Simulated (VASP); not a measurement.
# CdTe (F-43m) under biaxial strain in the (001) plane

Wanted: the response of CdTe to biaxial strain in the (001) plane, as a table, with a fit that predicts a row left out.

Calculated with VASP 6.6.1; LDA; plane waves and PAW (Cd, Te), in the first sound run; inputs show where later runs differ.

**1. Starting point**

Symmetry: F-43m, No. 216, cubic system. The conventional cell has a = 6.481 Å, b = 6.481 Å, c = 6.481 Å, α = 90.00°, β = 90.00°, γ = 90.00°. Nearest to Cd lie 4 Te at 2.81 Å. Nearest to Te lie 4 Cd at 2.81 Å. Farther neighbours and most contacts between anions are not listed.

Coordinates:

```xyz
2
Lattice="0.0000 3.2405 3.2405 3.2405 0.0000 3.2405 3.2405 3.2405 0.0000" Properties=species:S:1:pos:R:3 pbc="T T T"
Cd    0.0000    0.0000    0.0000
Te    1.6202    1.6202    1.6202
```

**2. Relax the crystal, LDA**

The series starts from the cell that this level prefers, so that zero strain is near zero stress.

This step took 2 runs in a row; the last is shown.

Level: LDA; plane waves and PAW (Cd, Te).

INCAR reads:

```
SYSTEM = CdTe
PREC = Accurate
ENCUT = 450
EDIFF = 1E-07
NELM = 120
ISMEAR = 0
SIGMA = 0.02
LREAL = .FALSE.
ALGO = Normal
GGA = CA
NBANDS = 15
LASPH = .TRUE.
LORBIT = 11
LWAVE = .FALSE.
LCHARG = .FALSE.
KPAR = 8
IBRION = 2
NSW = 40
ISIF = 3
EDIFFG = -0.005
POTIM = 0.4
```

POSCAR reads:

```
CdTe
1.0
    0.0000000000      3.2089821079      3.2089821079
    3.2089821079      0.0000000000      3.2089821079
    3.2089821079      3.2089821079      0.0000000000
Cd Te
1 1
Direct
    0.0000000000      0.0000000000      0.0000000000
    0.2500000000      0.2500000000      0.2500000000
```

KPOINTS reads:

```
Automatic mesh
0
Gamma
8 8 8
0 0 0
```

PAW data sets: Cd and Te (LDA family, release 64).

Command:

```bash
$ mpirun -np 8 vasp_std
```

Log:

```text
[banner, memory and clock lines left out]
running    8 mpi-ranks, on    1 nodes
[...]
|                                                                             |
|           W    W    AA    RRRRR   N    N  II  N    N   GGGG   !!!           |
|           W    W   A  A   R    R  NN   N  II  NN   N  G    G  !!!           |
|           W    W  A    A  R    R  N N  N  II  N N  N  G       !!!           |
|           W WW W  AAAAAA  RRRRR   N  N N  II  N  N N  G  GGG   !            |
|           WW  WW  A    A  R   R   N   NN  II  N   NN  G    G                |
|           W    W  A    A  R    R  N    N  II  N    N   GGGG   !!!           |
|                                                                             |
|     For optimal performance we recommend to set                             |
|       NCORE = 2 up to number-of-cores-per-socket                            |
|     NCORE specifies how many cores store one orbital (NPAR=cpu/NCORE).      |
|     This setting can greatly improve the performance of VASP for DFT.       |
[...]
DAV:   4    -0.629292908159E+01   -0.35194E-01   -0.35191E-01  1298   0.418E+00
[...]
DAV:  11    -0.605062394999E+01   -0.39073E-05   -0.20771E-05  1089   0.409E-02    0.319E-02
DAV:  12    -0.605062297959E+01    0.97040E-06   -0.21116E-06   998   0.121E-02    0.158E-02
DAV:  13    -0.605062291536E+01    0.64224E-07   -0.55036E-07  1017   0.340E-03
   1 F= -.60506229E+01 E0= -.60506229E+01  d E =-.605062E+01
[...]
N       E                     dE             d eps       ncg     rms          rms(c)
DAV:   1    -0.605075524931E+01   -0.13227E-03   -0.24533E-03  1038   0.600E-01    0.856E-02
DAV:   2    -0.605063910091E+01    0.11615E-03   -0.29544E-04  1003   0.256E-01    0.277E-02
DAV:   3    -0.605062797638E+01    0.11125E-04   -0.24067E-05  1017   0.491E-02    0.231E-02
DAV:   4    -0.605062611634E+01    0.18600E-05   -0.28907E-06   989   0.124E-02    0.382E-03
DAV:   5    -0.605062602085E+01    0.95496E-07   -0.28256E-07   946   0.684E-03
   2 F= -.60506260E+01 E0= -.60506260E+01  d E =-.310548E-05
 trial-energy change:   -0.000003  1 .order   -0.000004   -0.000013    0.000004
 step:   0.6571(harm=  0.7447)  dis= 0.00000  next Energy=    -6.050627 (dE=-0.391E-05)
 reached required accuracy - stopping structural energy minimisation
```

Elapsed: 5.6 s, on 8 MPI ranks of AMD EPYC 7R43, shared host; peak memory 1.3 GiB.

The logs omit lines about the potential files and the build; timing stands in the text.

OUTCAR, selected parts (step 2):

```text
  Total        0.0051087      0.0051087      0.0051087      0.0000000      0.0000000      0.0000000
  in kB        0.1239541      0.1239541      0.1239541      0.0000000      0.0000000      0.0000000
  external PRESSURE =       0.1239541 kB  Pullay stress =       0.0000000 kB

 POSITION                                       TOTAL-FORCE (eV/Angst)
 -----------------------------------------------------------------------------------
      3.20806      3.20806      6.41612        -0.000000     -0.000000     -0.000000
      1.60403      1.60403      1.60403         0.000000      0.000000      0.000000
 -----------------------------------------------------------------------------------
    total drift:                                0.000000      0.000000      0.000000

  FREE ENERGIE OF THE ION-ELECTRON SYSTEM (eV)
  ---------------------------------------------------
  free  energy   TOTEN  =        -6.0506260208 eV

  energy  without entropy=       -6.0506260208  energy(sigma->0) =       -6.05062602

 reached required accuracy - stopping structural energy minimisation

[... 3 further parts left out ...]
[key lines of the parts left out:]
E-fermi :   2.5537
```

Read from the output:

```
energy(sigma→0) of the program : -6.0506 eV
stress, compression positive   : xx, yy, zz 0.01, 0.01, 0.01 GPa
volume                         : 66.032 Å³
ionic steps                    : 2
```

**3. Strain along the normal, LDA**

One member in full: the plane is strained by -1.5 %, and the strain along the normal is moved by secant steps until the normal stress is under 0.012 GPa or five steps are spent; the atoms relax at each step.

This step took 3 runs, each at a new trial strain with the atoms of the one before; the last is shown.

Level: LDA; plane waves and PAW (Cd, Te); cell typed or built by script.

Edit INCAR of step 2 so:

```diff
@@ -15,7 +15,7 @@
 LCHARG = .FALSE.
-KPAR = 8
-IBRION = 2
-NSW = 40
-ISIF = 3
-EDIFFG = -0.005
-POTIM = 0.4
+KPAR = 2
+IBRION = 1
+NSW = 25
+ISIF = 2
+EDIFFG = -0.004
+POTIM = 0.3
```

POSCAR reads:

```
CdTe
1.0
    0.0000000000      3.1599384010      3.2736504890
    3.1599384010      0.0000000000      3.2736504890
    3.1599384010      3.1599384010      0.0000000000
Cd Te
1 1
Direct
    0.0000000000      0.0000000000      0.0000000000
    0.2500000000      0.2500000000      0.2500000000
```

KPOINTS is that of step 2.

Command:

```bash
$ mpirun -np 2 vasp_std
```

Log:

```text
[banner, memory and clock lines left out]
running    2 mpi-ranks, on    1 nodes
[...]
LDA part: xc-table for (Slater(with rela. corr.)+CA(PZ))
 , standard interpolation
 POSCAR, INCAR and KPOINTS ok, starting setup
[...]
entering main loop
       N       E                     dE             d eps       ncg     rms          rms(c)
DAV:   1     0.963472735082E+02    0.96347E+02   -0.77178E+03  1770   0.928E+02
DAV:   2    -0.275069470481E+01   -0.99098E+02   -0.94799E+02  2036   0.243E+02
DAV:   3    -0.625578922106E+01   -0.35051E+01   -0.34996E+01  2183   0.481E+01
DAV:   4    -0.628918015716E+01   -0.33391E-01   -0.33389E-01  2676   0.415E+00
[...]
DAV:  11    -0.604593960630E+01   -0.37203E-05   -0.21626E-05  2316   0.431E-02    0.318E-02
DAV:  12    -0.604593862997E+01    0.97633E-06   -0.21240E-06  2026   0.130E-02    0.157E-02
DAV:  13    -0.604593855839E+01    0.71577E-07   -0.61963E-07  2169   0.388E-03
   1 F= -.60459386E+01 E0= -.60459386E+01  d E =-.604594E+01
 BRION: g(F)=  0.177E-46 g(S)=  0.000E+00
 reached required accuracy - stopping structural energy minimisation
```

Wall time 15 s (2 MPI ranks); peak memory 0.29 GiB; 30 s of CPU time.

From OUTCAR (step 3):

```text
  Total        0.2788454      0.2788454     -0.0005175      0.0000000      0.0000000     -0.0000000
  in kB        6.8336781      6.8336781     -0.0126818      0.0000000      0.0000000     -0.0000000
  external PRESSURE =       4.5515581 kB  Pullay stress =       0.0000000 kB

 POSITION                                       TOTAL-FORCE (eV/Angst)
 -----------------------------------------------------------------------------------
      0.00000      0.00000      0.00000         0.000000      0.000000      0.000000
      1.57997      1.57997      1.63683        -0.000000     -0.000000     -0.000000
 -----------------------------------------------------------------------------------
    total drift:                                0.000000      0.000000     -0.000000

  FREE ENERGIE OF THE ION-ELECTRON SYSTEM (eV)
  ---------------------------------------------------
  free  energy   TOTEN  =        -6.0459385584 eV

  energy  without entropy=       -6.0459385584  energy(sigma->0) =       -6.04593856

[... 1 part as in an earlier step ...]

[... 3 further parts left out ...]
[key lines of the parts left out:]
E-fermi :   2.6956
```

Numbers from this step:

* energy(sigma→0) of the program: -6.0459 eV
* stress, compression positive: xx, yy, zz 0.68, 0.68, 0.00 GPa
* ionic steps: 1

**4. Band edges, TB-mBJ with spin-orbit coupling**

Short lines in KPOINTS_OPT sample the zone centre along and across the normal of the plane, for masses, and the other valleys.

Level: TB-mBJ, spin-orbit coupling; plane waves and PAW (Cd, Te); cell typed or built by script.

TB-mBJ has no energy functional, so the total energy, stress and pressure in this output mean nothing.

INCAR reads:

```
SYSTEM = CdTe
PREC = Accurate
ENCUT = 450
EDIFF = 1E-06
NELM = 150
ISMEAR = 0
SIGMA = 0.02
LREAL = .FALSE.
ALGO = Normal
METAGGA = MBJ
LASPH = .TRUE.
LNONCOLLINEAR = .TRUE.
MAGMOM = 0 0 0 0 0 0
NBANDS = 28
GGA_COMPAT = .FALSE.
LSORBIT = .TRUE.
LWAVE = .FALSE.
LCHARG = .FALSE.
KPAR = 2
```

POSCAR is that of step 3.

KPOINTS reads:

```
Automatic mesh
0
Gamma
7 7 7
0 0 0
```

KPOINTS_OPT reads:

```
Line mode
6
Line-mode
Reciprocal
  0.00000000   0.00000000   0.00000000
  0.02605088   0.02605088  -0.00000000

  0.00000000   0.00000000   0.00000000
  0.00000000  -0.02514599  -0.02514599

  0.31000000   0.31000000   0.00000000
  0.50000000   0.50000000   0.00000000

  0.00000000   0.31000000   0.31000000
  0.00000000   0.50000000   0.50000000

  0.45000000   0.45000000   0.45000000
  0.50000000   0.50000000   0.50000000

  0.45000000   0.00000000   0.00000000
  0.50000000   0.00000000   0.00000000

  0.42500000   0.42500000   0.00000000
  0.42500000   0.45014599   0.02514599

  0.50000000   0.50000000   0.50000000
  0.48221910   0.51778090   0.50000000
```

Command:

```bash
$ mpirun -np 2 vasp_ncl
```

Log:

```text
[banner, memory and clock lines left out]
running    2 mpi-ranks, on    1 nodes
[...]
|                                                                             |
|               ----> ADVICE to this user running VASP <----                  |
|                                                                             |
|     You enforced a specific xc type in the INCAR file but a different       |
|     [... a line on the potential file left out ...]
|     I HOPE YOU KNOW WHAT YOU ARE DOING!                                     |
|                                                                             |

 LDA part: xc-table for (None), standard interpolation
 POSCAR, INCAR and KPOINTS ok, starting setup
[...]
entering main loop
       N       E                     dE             d eps       ncg     rms          rms(c)
DAV:   1    -0.452967183489E+02   -0.45297E+02   -0.75154E+03  3264   0.100E+03
DAV:   2    -0.152166934170E+03   -0.10687E+03   -0.10340E+03  3540   0.272E+02
DAV:   3    -0.156955547720E+03   -0.47886E+01   -0.47592E+01  3848   0.583E+01
DAV:   4    -0.157009706384E+03   -0.54159E-01   -0.54124E-01  3784   0.547E+00
[...]
DAV:  47    -0.155634155180E+03    0.31308E-05   -0.26705E-12  1624   0.145E-05    0.249E-06
DAV:  48    -0.155634153993E+03    0.11872E-05   -0.39975E-12  1624   0.112E-05    0.136E-06
DAV:  49    -0.155634153319E+03    0.67470E-06   -0.92861E-13  1624   0.395E-06
   1 F= -.15563415E+03 E0= -.15563415E+03  d E =-.120898E-29  mag=     0.0000    -0.0000    -0.0000
 Start KPOINTS_OPT (optional k-point list driver)
k-point batch [1-48\48]
       N       E                     dE             ncg
DAV:   1     0.254202745173E+04   -0.12857E+05     2712
DAV:   2    -0.265450913062E+04   -0.51965E+04     2980
DAV:   3    -0.288795815831E+04   -0.23345E+03     3144
DAV:   4    -0.289049458904E+04   -0.25364E+01     3432
DAV:   5    -0.289053405918E+04   -0.39470E-01     3072
DAV:   6    -0.289053536357E+04   -0.13044E-02     3296
DAV:   7    -0.289053541360E+04   -0.50038E-04     3124
DAV:   8    -0.289053541576E+04   -0.21582E-05     2476
DAV:   9    -0.289053541587E+04   -0.10243E-06     2012
```

It took 13 min on 2 MPI ranks; peak memory 0.87 GiB; 26 min of CPU time.

From OUTCAR (step 4):

```text
  LATTYP: Found a body centered tetragonal cell.
 ALAT       =     4.4688277430
 C/A-ratio  =     1.4651048003

 Subroutine GETGRP returns: Found  8 space group operations
 (whereof  8 operations were pure point group operations)

The static configuration has the point symmetry D_2d.

 Found     58 irreducible k-points:

   k-points           NKPTS =     58   k-points in BZ     NKDIM =     58   number of bands    NBANDS=     28

   dimension x,y,z NGX =    32 NGY =   32 NGZ =   32
   dimension x,y,z NGXF=    64 NGYF=   64 NGZF=   64

   ENCUT  =  450.0 eV  33.07 Ry    5.75 a.u.   7.87  7.87  7.73*2*pi/ulx,y,z

   NELECT =      18.0000    total number of electrons

 E-fermi :   3.3665

 k-point     1 :       0.0000    0.0000    0.0000
  band No.  band energies     occupation
    ...
     14       2.3433      1.00000
     15       3.1348      1.00000
     16       3.1348      1.00000
     17       3.2135      1.00000
     18       3.2135      1.00000
     19       4.8347      0.00000
     20       4.8347      0.00000
     21       7.8374      0.00000
     22       7.8374      0.00000
     23       8.1228      0.00000
    ...

 k-point     2 :       0.1429    0.0000    0.0000
  band No.  band energies     occupation
    ...
     14       1.5955      1.00000
     15       2.5356      1.00000
     16       2.5632      1.00000
     17       2.9967      1.00000
     18       3.0148      1.00000
     19       5.5916      0.00000
     20       5.5944      0.00000
     21       8.0369      0.00000
     22       8.1322      0.00000
     23       8.2119      0.00000
    ...

  Total      -13.6420207    -13.6420207    -13.9655454      0.0000000     -0.0000000      0.0000000
  in kB     -334.3256886   -334.3256886   -342.2543239      0.0000000     -0.0000000      0.0000000
  external PRESSURE =    -336.9685671 kB  Pullay stress =       0.0000000 kB

 POSITION                                       TOTAL-FORCE (eV/Angst)
 -----------------------------------------------------------------------------------
      0.00000      0.00000      0.00000         0.000000      0.000000      0.000000
      1.57997      1.57997      1.63683        -0.000000     -0.000000     -0.000000
 -----------------------------------------------------------------------------------
    total drift:                                0.000001      0.000001      0.000000

  FREE ENERGIE OF THE ION-ELECTRON SYSTEM (eV)
  ---------------------------------------------------
  free  energy   TOTEN  =      -155.6341533185 eV

  energy  without entropy=     -155.6341533185  energy(sigma->0) =     -155.63415332

 Spin-Orbit-Coupling matrix elements
 Ion:    1  E_soc:     -0.0584434
 Ion:    2  E_soc:     -0.1867410

[... 1 part as in an earlier step ...]

[... 7 further parts left out ...]
```

**5. Band edges, r2SCAN with spin-orbit coupling**

Short lines in KPOINTS_OPT sample the zone centre along and across the normal of the plane, for masses, and the other valleys.

Level: r2SCAN, spin-orbit coupling; plane waves and PAW (Cd, Te); cell typed or built by script.

Edit INCAR of step 4 so:

```diff
@@ -4,3 +4,3 @@
 EDIFF = 1E-06
-NELM = 150
+NELM = 100
 ISMEAR = 0
@@ -9,3 +9,3 @@
 ALGO = Normal
-METAGGA = MBJ
+METAGGA = R2SCAN
 LASPH = .TRUE.
```

POSCAR is that of step 4.

KPOINTS is that of step 4.

KPOINTS_OPT is that of step 4.

Command:

```bash
$ mpirun -np 2 vasp_ncl
```

Log:

```text
[banner, memory and clock lines left out]
running    2 mpi-ranks, on    1 nodes
[...]
[... a notice as in an earlier step ...]

 LDA part: xc-table for (None), standard interpolation
 POSCAR, INCAR and KPOINTS ok, starting setup
[...]
entering main loop
       N       E                     dE             d eps       ncg     rms          rms(c)
DAV:   1    -0.680476448702E+03   -0.68048E+03   -0.76585E+03  3272   0.102E+03
DAV:   2    -0.790023272406E+03   -0.10955E+03   -0.10579E+03  3544   0.275E+02
DAV:   3    -0.795203058897E+03   -0.51798E+01   -0.51497E+01  3836   0.616E+01
DAV:   4    -0.795260114568E+03   -0.57056E-01   -0.57028E-01  3900   0.577E+00
[...]
DAV:  14    -0.790797696896E+03   -0.44600E-05   -0.17053E-05  3372   0.576E-02    0.200E-02
DAV:  15    -0.790797694756E+03    0.21395E-05   -0.59097E-06  3480   0.388E-02    0.704E-03
DAV:  16    -0.790797694770E+03   -0.14106E-07   -0.17823E-07  1656   0.322E-03
   1 F= -.79079769E+03 E0= -.79079769E+03  d E =-.990160E-30  mag=    -0.0000     0.0000    -0.0000
 Start KPOINTS_OPT (optional k-point list driver)
k-point batch [1-48\48]
       N       E                     dE             ncg
DAV:   1     0.221028322523E+04   -0.13189E+05     2688
DAV:   2    -0.314439235898E+04   -0.53547E+04     2984
DAV:   3    -0.339065629787E+04   -0.24626E+03     3172
DAV:   4    -0.339354819885E+04   -0.28919E+01     3464
DAV:   5    -0.339357693480E+04   -0.28736E-01     3004
DAV:   6    -0.339357771392E+04   -0.77912E-03     3440
DAV:   7    -0.339357773474E+04   -0.20826E-04     2756
DAV:   8    -0.339357773551E+04   -0.77049E-06     2088
```

Wall time 14 min (2 MPI ranks); peak memory 0.83 GiB.

[end of part 1 of 2]

[Lines on the potential files, build, host, timing and source positions are cut from VASP's logs without a mark.]

[Logs are printed without paths, hosts, clocks, repeated set-up lines and the standing remarks that a program may print on its own settings, such as how far it seeks lower states.]

[Hosts, paths, dates, database ids (printed as entryN), source tags and the programs' standing remarks are cut or masked in the printed files.]

[In band tables of VASP the shares of atoms and orbitals are scaled to a sum of 1 inside the atoms' spheres.]
